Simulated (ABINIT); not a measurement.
# Beyond one shot: AlAs (F-43m)

How far does self-consistency move the gap of AlAs (F-43m)?

Program: ABINIT 10.8.3. Level of theory: PBE and many-body steps on it, plane waves. Results are calculated unless marked as measured.

**Experimental background.**

- Gap 3.018 eV: lowest direct gap at Gamma; earlier measurement quoted from literature, technique not stated; 300 K; bulk crystal (pure AlAs, literature value used as model input) (quoted in “Simultaneous Measurement of Mid-Infrared Refractive Indices in Thin-Film Heterostructures: Methodology and Results for GaAs/AlGaAs”, 2023, arxiv:2301.08293).

**1. Set-up**

It takes space group F-43m (No. 216, cubic). Conventional cell: a = 5.661 Å, b = 5.661 Å, c = 5.661 Å, α = 90.00°, β = 90.00°, γ = 90.00°. Al has 4 As at 2.45 Å nearest. Nearest to As lie 4 Al at 2.45 Å. Farther neighbours are not listed.

The cell and positions come from the Crystallography Open Database and are kept as given unless a step says otherwise.

**2. Empty states on the mesh, 4×4×4 mesh, 139 bands**

This step: ABINIT 10.8.3; DFT, PBE, plane waves, norm-conserving pseudopotentials.

The sums over transitions need many empty states on a uniform mesh; this step solves for them.

run.abi

```
acell 3*1.0 Angstrom
rprim 
  0.000000000000 2.830400000000 2.830400000000
  2.830400000000 0.000000000000 2.830400000000
  2.830400000000 2.830400000000 -0.000000000000
ntypat 2
znucl 13 33
natom 2
typat 1 2
xred 
  0.000000000000 0.000000000000 0.000000000000
  0.250000000000 0.250000000000 0.250000000000
pp_dirpath "pseudos"
pseudos "Al.upf, As.upf"
ecut 44
ngkpt 4 4 4
nshiftk 1
shiftk 0 0 0
kptopt 1
chksymbreak 0
irdden 1
istwfk *1
nband 139
prtvol 0
optdriver 6
gwr_task "HDIAGO"
paral_kgb 0
occopt 1
indata_prefix "in"
outdata_prefix "out"
tmpdata_prefix "tmp"
```

The run is started by

```console
OMP_NUM_THREADS=1 mpirun -n 4 abinit run.abi > log
```

The program printed:

```text
.Version 10.8.3 of ABINIT. v10.8.2 released Aug 2026.

 Symmetries : space group F-4 3 m (#216); Bravais cF (face-center cubic)
[... echo of the input left out ...]
== DATASET  1 ==================================================================
-   mpi_nproc: 4, omp_nthreads: 1 (-1 if OMP is not activated)

--- !DatasetInfo
iteration_state: {dtset: 1, }
dimensions: {natom: 2, nkpt: 8, mband: 139, nsppol: 1, nspinor: 1, nspden: 1, mpw: 4314, }
cutoff_energies: {ecut:  44.0, pawecutdg:  -1.0, }
[...]
Indirect band gap semiconductor
 Fundamental gap:     1.436 (eV)
   VBM:     4.434 (eV) at k: [ 0.0000E+00,  0.0000E+00,  0.0000E+00]
   CBM:     5.870 (eV) at k: [ 5.0000E-01,  5.0000E-01,  0.0000E+00]
 Direct gap:         2.044 (eV) at k: [ 0.0000E+00,  0.0000E+00,  0.0000E+00]

== END DATASET(S) ==============================================================
================================================================================

 -outvars: echo values of variables after computation  --------
           etotal      0.0000000000E+00
            nband         139
             nkpt           8
          spgroup         216
 [... the other variables as echoed above ...]

 Calculation completed.
```

It took 1.7 min on 4 MPI ranks of Arm Neoverse V1, shared host; peak memory 4.2 GiB; 6.9 min of CPU time.

This step gave:

* gap: 1.436 eV
* k of the valence top: 0, 0, 0
* k of the conduction bottom: 0.5, 0.5, 0
* least direct gap: 2.044 eV
* k points computed: 8
* lowest point of the top converged band, above the valence top: 97.0459 eV

On this mesh the gap is 1.436 eV.

The density comes from a self-consistent run that is not shown.

**3. Screening, 4×4×4 mesh, 131 bands, screening to 163.3 eV**

The RPA dielectric matrix is built and inverted for each q.

This step: RPA screening on PBE, plane waves, norm-conserving pseudopotentials.

run.abi, as its differences from that of step 2:

```diff
@@ -20,10 +20,11 @@
 chksymbreak 0
-irdden 1
 istwfk *1
-nband 139
-prtvol 0
-optdriver 6
-gwr_task "HDIAGO"
-paral_kgb 0
 occopt 1
+irdwfk 1
+optdriver 3
+nband 131
+ecuteps 6
+inclvkb 2
+awtr 1
+symchi 1
 indata_prefix "in"
```

The program printed:

```text
.Version 10.8.3 of ABINIT. v10.8.2 released Aug 2026.

 Symmetries : space group F-4 3 m (#216); Bravais cF (face-center cubic)
[... echo of the input left out ...]
== DATASET  1 ==================================================================
-   mpi_nproc: 4, omp_nthreads: 1 (-1 if OMP is not activated)

--- !DatasetInfo
iteration_state: {dtset: 1, }
dimensions: {natom: 2, nkpt: 8, mband: 131, nsppol: 1, nspinor: 1, nspden: 1, mpw: 4314, }
cutoff_energies: {ecut:  44.0, pawecutdg:  -1.0, }
electrons: {nelect:   2.60000000E+01, charge:   0.00000000E+00, occopt:   1.00000000E+00, tsmear:   1.00000000E-02, }

 SCREENING: Calculation of the susceptibility and dielectric matrices

 Based on a program developped by R.W. Godby, V. Olevano, G. Onida, and L. Reining.
 Incorporated in ABINIT by V. Olevano, G.-M. Rignanese, and M. Torrent.
.Using double precision arithmetic ; gwpc =  8

[... cell and pseudopotentials left out ...]
--------------------------------------------------------------------------------

 ==== K-mesh for the wavefunctions ====
 Number of points in the irreducible wedge :     8
[... list of points left out ...]
 Together with 24 symmetry operations and time-reversal symmetry
 yields    64 points in the full Brillouin Zone.

 ==== Q-mesh for the screening function ====
 Number of points in the irreducible wedge :     8
[... list of points left out ...]
 Together with 24 symmetry operations and time-reversal symmetry
 yields    64 points in the full Brillouin Zone.

 setmesh: FFT mesh size selected  =    32x   32x   32
          total number of points  =        32768

 vcoul_init : cutoff-mode = AUXILIARY_FUNCTION
 q-points for optical limit:   1
     1)      0.000010    0.000020    0.000030

- screening: taking advantage of time-reversal symmetry
- Maximum band index for partially occupied states nbvw = 13
- Remaining bands to be divided among processors   nbcw = 118
- Number of bands treated by each node ~29

 Number of electrons calculated from density =   26.0000; Expected =   26.0000
 average of density, n =  0.084958
 r_s =    1.4111
 omega_plasma =   28.1162 [eV]

 calculating chi0 at frequencies [eV] :
  1    0.000000E+00    0.000000E+00
  2    0.000000E+00    2.811624E+01

--------------------------------------------------------------------------------
  q-point number  1        q = ( 0.000000, 0.000000, 0.000000) [r.l.u.]
--------------------------------------------------------------------------------
[... chi0 elements left out ...]
 For q-point:  0.000010 0.000020 0.000030
  dielectric constant =  14.2187
  dielectric constant without local fields =  15.9569

  Average fulfillment of the sum rule on Im[epsilon] for q-point    1 :     46.41  [%]
[... wings left out ...]
  q-point number  2        q = ( 0.250000, 0.000000, 0.000000) [r.l.u.]
--------------------------------------------------------------------------------
[... chi0 elements left out ...]
  Average fulfillment of the sum rule on Im[epsilon] for q-point    2 :     51.60  [%]

 [... 6 further q-points ...]
```

Run time: 37 s. Hardware: 4 MPI ranks; peak memory 1.1 GiB; 2.5 min of CPU time.

This step gave:

```
ε∞ with local fields, on this mesh, along the program's q direction : 14.22
the same without local fields                                       : 15.96
plasma frequency                                                    : 28.12 eV
plane waves in the screening matrix                                 : 181
```

Local fields lower ε∞ by 11 %. On a Γ-centred mesh this coarse the value itself is usually too large, while a short band sum pulls it down.

**4. G0W0**

The self-energy is evaluated for the states that the input lists, and the levels follow from it, in one-shot runs by the linearised quasiparticle equation.

This step: G0W0 on PBE, plane waves, norm-conserving pseudopotentials.

run.abi, as its differences from that of step 3:

```diff
@@ -23,8 +23,17 @@
 irdwfk 1
-optdriver 3
+optdriver 4
 nband 131
+gwcalctyp 0
+ecutsigx 44
+symsigma 1
+nkptgw 2
+kptgw 
+  0.0000000000 0.0000000000 0.0000000000
+  0.5000000000 0.5000000000 0.0000000000
+bdgw 
+  11 17
+  12 15
 ecuteps 6
-inclvkb 2
-awtr 1
-symchi 1
+irdscr 1
+ppmodel 1
 indata_prefix "in"
```

The program printed:

```text
.Version 10.8.3 of ABINIT. v10.8.2 released Aug 2026.

 Symmetries : space group F-4 3 m (#216); Bravais cF (face-center cubic)
[... echo of the input left out ...]
== DATASET  1 ==================================================================
-   mpi_nproc: 4, omp_nthreads: 1 (-1 if OMP is not activated)

--- !DatasetInfo
iteration_state: {dtset: 1, }
dimensions: {natom: 2, nkpt: 8, mband: 131, nsppol: 1, nspinor: 1, nspden: 1, mpw: 4314, }
cutoff_energies: {ecut:  44.0, pawecutdg:  -1.0, }
electrons: {nelect:   2.60000000E+01, charge:   0.00000000E+00, occopt:   1.00000000E+00, tsmear:   1.00000000E-02, }

 SIGMA: Calculation of the GW corrections

 Based on a program developped by R.W. Godby, V. Olevano, G. Onida, and L. Reining.
 Incorporated in ABINIT by V. Olevano, G.-M. Rignanese, and M. Torrent.
.Using double precision arithmetic ; gwpc =  8

[... cell and pseudopotentials left out ...]
--------------------------------------------------------------------------------

 ==== K-mesh for the wavefunctions ====
 Number of points in the irreducible wedge :     8
[... list of points left out ...]
 Together with 24 symmetry operations and time-reversal symmetry
 yields    64 points in the full Brillouin Zone.

 ==== Q-mesh for screening function ====
 Number of points in the irreducible wedge :     8
[... list of points left out ...]
 Together with 24 symmetry operations and time-reversal symmetry
 yields    64 points in the full Brillouin Zone.

 vcoul_init : cutoff-mode = AUXILIARY_FUNCTION
 q-points for optical limit:   1
     1)      0.000010    0.000020    0.000030
 setmesh: FFT mesh size selected  =    45x   45x   45
          total number of points  =        91125

 Number of electrons calculated from density =   26.0000; Expected =   26.0000
 average of density, n =  0.084958
 r_s =    1.4111
 omega_plasma =   28.1162 [eV]

 === KS Band Gaps ===
  >>>> For spin  1
   Minimum direct gap =   2.0442 [eV], located at k-point      :   0.0000  0.0000  0.0000
   Fundamental gap    =   1.4358 [eV], Top of valence bands at :   0.0000  0.0000  0.0000
                                       Bottom of conduction at :   0.5000  0.5000  0.0000
 SIGMA fundamental parameters:
 PLASMON POLE MODEL  1
 number of plane-waves for SigmaX                 4279
 number of plane-waves for SigmaC and W            181
 number of plane-waves for wavefunctions          4279
 number of bands                                   131
 number of independent spin polarizations            1
 number of spinorial components                      1
 number of k-points in IBZ                           8
 number of q-points in IBZ                           8
 number of symmetry operations                      24
 number of k-points in BZ                           64
 number of q-points in BZ                           64
 number of frequencies for dSigma/dE                 9
 frequency step for dSigma/dE [eV]                0.25
 number of omega for Sigma on real axis              0
 max omega for Sigma on real axis  [eV]           0.00
 zcut for avoiding poles [eV]                     0.10

 EPSILON^-1 parameters (SCR file):
 dimension of the eps^-1 matrix on file            181
 dimension of the eps^-1 matrix used               181
 number of plane-waves for wavefunctions          4279
 number of bands                                   131
 number of q-points in IBZ                           8
 number of frequencies                               2
 number of real frequencies                          1
 number of imag frequencies                          1

 matrix elements of self-energy operator (all in [eV])

 Perturbative Calculation

--- !SelfEnergy_ee
iteration_state: {dtset: 1, }
kpoint     : [   0.000,    0.000,    0.000, ]
spin       : 1
KS_gap     :    2.044
QP_gap     :    2.787
Delta_QP_KS:    0.743
data: !SigmaeeData |
     Band     E0 <VxcDFT>   SigX SigC(E0)      Z dSigC/dE  Sig(E)    E-E0       E
       11   4.434 -13.057 -14.997   1.214   0.786  -0.272 -13.628  -0.571   3.863
       12   4.434 -13.057 -14.997   1.214   0.786  -0.272 -13.628  -0.571   3.863
       13   4.434 -13.057 -14.997   1.214   0.786  -0.272 -13.628  -0.571   3.863
       14   6.478 -11.857  -7.665  -3.976   0.795  -0.258 -11.685   0.172   6.650
       15   8.727  -9.563  -5.073  -4.386   0.787  -0.271  -9.481   0.082   8.809
       16   8.727  -9.563  -5.073  -4.386   0.787  -0.271  -9.481   0.082   8.809
       17   8.727  -9.563  -5.073  -4.386   0.787  -0.271  -9.481   0.082   8.809

--- !SelfEnergy_ee
iteration_state: {dtset: 1, }
kpoint     : [   0.500,    0.500,    0.000, ]
spin       : 1
KS_gap     :    3.609
QP_gap     :    4.300
Delta_QP_KS:    0.691
data: !SigmaeeData |
     Band     E0 <VxcDFT>   SigX SigC(E0)      Z dSigC/dE  Sig(E)    E-E0       E
       12   2.260 -11.610 -14.419   1.814   0.775  -0.290 -12.382  -0.772   1.489
       13   2.260 -11.610 -14.419   1.814   0.775  -0.290 -12.382  -0.772   1.489
       14   5.870  -8.423  -4.736  -3.787   0.803  -0.246  -8.503  -0.081   5.789
       15   6.735  -9.140  -5.244  -3.837   0.800  -0.250  -9.093   0.047   6.781

== END DATASET(S) ==============================================================
================================================================================

 -outvars: echo values of variables after computation  --------
           etotal      0.0000000000E+00
            nband         131
             nkpt           8
          spgroup         216
 [... the other variables as echoed above ...]

 Calculation completed.
```

It took 9.9 s on 4 MPI ranks; peak memory 1 GiB; 39 s of CPU time.

Numbers from this step:

```yaml
g0w0_gap_on_the_points_computed: 1.926 eV
starting_gap_on_the_mesh: 1.436 eV
k_of_the_valence_top: 0, 0, 0
k_of_the_conduction_bottom: 0.5, 0.5, 0
z_at_the_valence_top: 0.786
z_at_the_conduction_bottom: 0.803
least_direct_g0w0_gap_on_the_computed_points: 2.787 eV
```

The gap on the mesh goes from 1.44 eV to 1.93 eV, a correction of +0.49 eV.

**5. evGW0, cycle 1**

This step: evGW0 on PBE, plane waves, norm-conserving pseudopotentials.

run.abi, as its differences from that of step 4:

```diff
@@ -25,12 +25,24 @@
 nband 131
-gwcalctyp 0
+gwcalctyp 10
 ecutsigx 44
 symsigma 1
-nkptgw 2
+nkptgw 8
 kptgw 
   0.0000000000 0.0000000000 0.0000000000
+  0.2500000000 0.0000000000 0.0000000000
+  0.5000000000 0.0000000000 0.0000000000
+  0.2500000000 0.2500000000 0.0000000000
+  0.5000000000 0.2500000000 0.0000000000
+  -0.2500000000 0.2500000000 0.0000000000
   0.5000000000 0.5000000000 0.0000000000
+  -0.2500000000 0.5000000000 0.2500000000
 bdgw 
   11 17
-  12 15
+  11 17
+  11 17
+  11 17
+  11 17
+  11 17
+  11 17
+  11 17
 ecuteps 6
```

The program printed:

```text
.Version 10.8.3 of ABINIT. v10.8.2 released Aug 2026.

 Symmetries : space group F-4 3 m (#216); Bravais cF (face-center cubic)
[... echo of the input left out ...]
== DATASET  1 ==================================================================
-   mpi_nproc: 4, omp_nthreads: 1 (-1 if OMP is not activated)

--- !DatasetInfo
iteration_state: {dtset: 1, }
dimensions: {natom: 2, nkpt: 8, mband: 131, nsppol: 1, nspinor: 1, nspden: 1, mpw: 4314, }
cutoff_energies: {ecut:  44.0, pawecutdg:  -1.0, }
electrons: {nelect:   2.60000000E+01, charge:   0.00000000E+00, occopt:   1.00000000E+00, tsmear:   1.00000000E-02, }

 SIGMA: Calculation of the GW corrections

 Based on a program developped by R.W. Godby, V. Olevano, G. Onida, and L. Reining.
 Incorporated in ABINIT by V. Olevano, G.-M. Rignanese, and M. Torrent.
.Using double precision arithmetic ; gwpc =  8

[... cell and pseudopotentials left out ...]
--------------------------------------------------------------------------------

 ==== K-mesh for the wavefunctions ====
 Number of points in the irreducible wedge :     8
[... list of points left out ...]
 Together with 24 symmetry operations and time-reversal symmetry
 yields    64 points in the full Brillouin Zone.

 ==== Q-mesh for screening function ====
 Number of points in the irreducible wedge :     8
[... list of points left out ...]
 Together with 24 symmetry operations and time-reversal symmetry
 yields    64 points in the full Brillouin Zone.

 vcoul_init : cutoff-mode = AUXILIARY_FUNCTION
 q-points for optical limit:   1
     1)      0.000010    0.000020    0.000030
 setmesh: FFT mesh size selected  =    45x   45x   45
          total number of points  =        91125

 Number of electrons calculated from density =   26.0000; Expected =   26.0000
[...]
spin       : 1
KS_gap     :    3.609
QP_gap     :    4.300
Delta_QP_KS:    0.691
data: !SigmaeeData |
     Band     E_DFT   <VxcDFT>   E(N-1)  <Hhartree>   SigX  SigC[E(N-1)]    Z     dSigC/dE  Sig[E(N)]  DeltaE  E(N)_pert E(N)_diago
[...]
--- !SelfEnergy_ee
iteration_state: {dtset: 1, }
kpoint     : [  -0.250,    0.500,    0.250, ]
spin       : 1
KS_gap     :    7.154
QP_gap     :    8.006
Delta_QP_KS:    0.852
data: !SigmaeeData |
     Band     E_DFT   <VxcDFT>   E(N-1)  <Hhartree>   SigX  SigC[E(N-1)]    Z     dSigC/dE  Sig[E(N)]  DeltaE  E(N)_pert E(N)_diago
[...]
16    10.139    -9.570    10.139    19.709    -4.530    -4.945     0.780    -0.282    -9.496     0.074    10.213    10.466
       17    10.504    -9.153    10.504    19.658    -4.517    -4.554     0.797    -0.255    -9.088     0.065    10.570    10.586

 New Fermi energy :        1.741262E-01 Ha ,    4.738216E+00 eV

 === QP Band Gaps ===
  >>>> For spin  1
   Minimum direct gap =   2.9866 [eV], located at k-point      :   0.0000  0.0000  0.0000
   Fundamental gap    =   2.0618 [eV], Top of valence bands at :   0.0000  0.0000  0.0000
                                       Bottom of conduction at :   0.5000  0.5000  0.0000

 writing QP data on file : out_QPS

 Convergence of QP corrections
 >>>>> For spin  1 <<<<<
.  kptgw no:  1; Maximum DeltaE = ( -11.606   0.002) for band index:  3
.  kptgw no:  2; Maximum DeltaE = (  -9.496  -0.000) for band index:  1
.  kptgw no:  3; Maximum DeltaE = (   0.082   0.001) for band index:  1
[...]
.  kptgw no:  7; Maximum DeltaE = (   0.171   0.000) for band index:  1
.  kptgw no:  8; Maximum DeltaE = (   0.086  -0.000) for band index:  1

== END DATASET(S) ==============================================================
================================================================================

 -outvars: echo values of variables after computation  --------
           etotal      0.0000000000E+00
            nband         131
             nkpt           8
          spgroup         216
 [... the other variables as echoed above ...]

 Calculation completed.
```

It took 73 s on 4 MPI ranks; peak memory 1.1 GiB.

This step gave:

| Quantity | Value |
| --- | --- |
| quasiparticle gap on the mesh | 2.062 eV |
| gap of the density functional on the mesh | 1.436 eV |
| k of the valence top | 0, 0, 0 |
| k of the conduction bottom | 0.5, 0.5, 0 |
| Z at the valence top | 0.786 |
| Z at the conduction bottom | 0.803 |
| least direct quasiparticle gap on the computed points | 2.987 eV |

Against G0W0 in ABINIT (4×4×4 mesh, 131 bands, screening to 163.3 eV, Godby-Needs plasmon pole), the gap moves by +0.136 eV. This first cycle still uses the starting levels; it takes the full correction, at all points of the mesh, and its linearised value is 1.926 eV.

**6. evGW0, cycle 2**

The corrected levels of the last cycle go back in.

run.abi, as its differences from that of step 5:

```diff
@@ -50,2 +50,3 @@
 ppmodel 1
+irdqps 1
 indata_prefix "in"
```

The program printed:

```text
.Version 10.8.3 of ABINIT. v10.8.2 released Aug 2026.

 Symmetries : space group F-4 3 m (#216); Bravais cF (face-center cubic)
[... echo of the input left out ...]
== DATASET  1 ==================================================================
-   mpi_nproc: 4, omp_nthreads: 1 (-1 if OMP is not activated)

--- !DatasetInfo
iteration_state: {dtset: 1, }
dimensions: {natom: 2, nkpt: 8, mband: 131, nsppol: 1, nspinor: 1, nspden: 1, mpw: 4314, }
cutoff_energies: {ecut:  44.0, pawecutdg:  -1.0, }
[...]
.  kptgw no:  3; Maximum DeltaE = (  -0.028   0.000) for band index:  1
[...]
.  kptgw no:  7; Maximum DeltaE = (  -0.041   0.008) for band index:  3
.  kptgw no:  8; Maximum DeltaE = (  -0.023  -0.000) for band index:  1

== END DATASET(S) ==============================================================
================================================================================

 -outvars: echo values of variables after computation  --------
           etotal      0.0000000000E+00
            nband         131
             nkpt           8
          spgroup         216
 [... the other variables as echoed above ...]

 Calculation completed.
```

Elapsed: 74 s, on 4 MPI ranks; peak memory 1.1 GiB; 4.9 min of CPU time.

This step gave:

- quasiparticle gap on the mesh: 2.006 eV
- gap of the density functional on the mesh: 1.436 eV
- k of the valence top: 0, 0, 0
- k of the conduction bottom: 0.5, 0.5, 0
- least direct quasiparticle gap on the computed points: 2.882 eV

Against the cycle before, the gap moves by −0.056 eV.

(Continued in part 2 of 2.)

[Paths, hosts, dates, memory and timing lines, banners, echoed tables and standing remarks are left out of the program output.]

[Logs are printed without paths, hosts, clocks, repeated set-up lines and the standing remarks that a program may print on its own settings, such as how far it seeks lower states.]

[Runs of the session that timed out or met a known fault of the program may be left out.]

[Hosts, paths, dates, database ids (printed as entryN), source tags and the programs' standing remarks are cut or masked in the printed files.]

[G0W0 gaps are taken among the corrected bands and points alone; a level outside them can change the order at an edge.]

[Where Ansatz stands beside ABINIT at settings called matched, ABINIT's density can come from a denser mesh and the files from another edition; pairs whose starting gaps differed by over 0.03 eV were left out, so agreement reads better than it is.]
